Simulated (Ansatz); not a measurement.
Crystal: Ge.

```
CELL_PARAMETERS angstrom
3.99759 0.00000 0.00000
-1.99879 3.46201 0.00000
0.00000 0.00000 6.59938
ATOMIC_POSITIONS crystal
Ge 0.33333 0.66667 0.93710
Ge 0.66667 0.33333 0.43710
Ge 0.33333 0.66667 0.56290
Ge 0.66667 0.33333 0.06290
```

This isn't the form of Ge at room conditions, which is diamond.

- Program: Ansatz 0.2.0
- Task: relaxation of cell and atoms
- Functional: LDA
- Potentials or basis: Ansatz PAW
- Cutoff: 420 eV (not typed: the program's choice for these potentials)
- k mesh: 6 × 6 × 3
- Occupations: fermi-dirac, width 0.05 eV
- Spin: no spin polarisation

At the start: volume 22.83 Å³/atom.

Problem. How do energy, volume and symmetry change on relaxing?

Solution. It ends after 5 steps and the volume is 22.20 Å³/atom (-2.8 %); space group P6_3/mmc (No. 194, to 0.05 Å).

Step by step:
| step | energy change (eV) | largest force (eV/Å) | volume (Å³) |
| --- | --- | --- | --- |
| 1 | 0.0000 | 0.0117 | 91.33 |
| 2 | -0.0141 | 0.0124 | 89.30 |
| 3 | -0.0147 | 0.0097 | 88.78 |
| 4 | -0.0148 | 0.0007 | 88.81 |
| 5 | -0.0144 | 0.0006 | 88.81 |

Final structure:
```
Ge
1.0
     3.96512    0.00000    0.00000
    -1.98256    3.43389    0.00000
     0.00000    0.00000    6.52255
Ge
4
Cartesian
  0.0000 2.2893 6.1130
  1.9826 1.1446 2.8517
  0.0000 2.2893 3.6708
  1.9826 1.1446 0.4096
```

Caveat: the plane-wave basis is chosen anew once the cell has moved, so the energies of steps on either side of that aren't comparable; the PAW data sets come from PBE, with cores solved anew for the run's functional, which leaves a small shift of forces and pressure.
